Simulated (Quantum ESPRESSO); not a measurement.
Crystal: SiO2 (Cristobalite).

```
CELL_PARAMETERS angstrom
4.98200 0.00000 0.00000
0.00000 4.98200 0.00000
0.00000 0.00000 6.96300
ATOMIC_POSITIONS crystal
Si 0.79897 0.20103 0.75000
Si 0.70103 0.70103 0.50000
Si 0.20103 0.79897 0.25000
Si 0.29897 0.29897 0.00000
O 0.10347 0.23989 0.82187
O 0.26011 0.60347 0.07187
O 0.89653 0.76011 0.32187
O 0.73989 0.39653 0.57187
O 0.60347 0.26011 0.92813
O 0.76011 0.89653 0.67813
O 0.39653 0.73989 0.42813
O 0.23989 0.10347 0.17813
```

| Item | Value |
| --- | --- |
| Program | Quantum ESPRESSO 7.5 |
| Task | single point |
| Functional | PBE |
| Potentials or basis | SSSP 1.3 efficiency PBE |
| Cutoff | 748 eV |
| Density cutoff | 5987 eV |
| k mesh | 6 × 6 × 4 |
| Occupations | fermi-dirac, width 0.05 eV |
| Spin | no spin polarisation |

On this cell: pressure 6.7 GPa; largest force 0.437 eV/Å; band gap on the k mesh 5.77 eV, direct.

The same run follows on a disturbed copy (atoms moved at random, drawn with an rms of 0.05 Å):

```xyz
12
Lattice="4.9820 0.0000 0.0000 0.0000 4.9820 0.0000 0.0000 0.0000 6.9630" Properties=species:S:1:pos:R:3 pbc="T T T"
Si    3.9877    0.9988    5.2030
Si    3.4573    3.5152    3.4899
Si    1.0546    3.9926    1.7266
Si    1.4887    1.4509   -0.0121
O     0.4931    1.1745    5.7505
O     1.3401    3.0531    0.4400
O     4.5068    3.7845    2.2025
O     3.6640    1.9690    3.9860
O     3.0088    1.3025    6.4392
O     3.8036    4.4830    4.7210
O     1.9606    3.6526    2.9135
O     1.2136    0.5654    1.2394
```

Question: What changes?

Answer: The energy moves by +34.4 meV/atom; pressure 7.2 GPa; largest force 3.982 eV/Å; band gap on the k mesh 5.63 eV, direct.

Forces on the atoms (eV/Å):
```
Si  -0.287  0.636  0.952
Si   1.892 -0.825 -1.511
Si  -2.526  0.583 -3.022
Si   0.916  3.001 -0.341
O    0.214 -0.167 -0.977
O    0.093 -0.830 -0.442
O   -1.618 -0.120  1.264
O   -0.260  1.097 -1.120
O   -0.043 -0.133  0.363
O   -0.331 -1.281 -0.312
O    2.238 -0.460  3.125
O   -0.289 -1.501  2.021
```

Stress tensor (GPa, compression positive):
```
 7.46 -0.22  4.23
-0.22  4.58 -1.61
 4.23 -1.61  9.62
```

Caveats: the cell was measured hot, at 340 K.

A k mesh can miss the band edges.
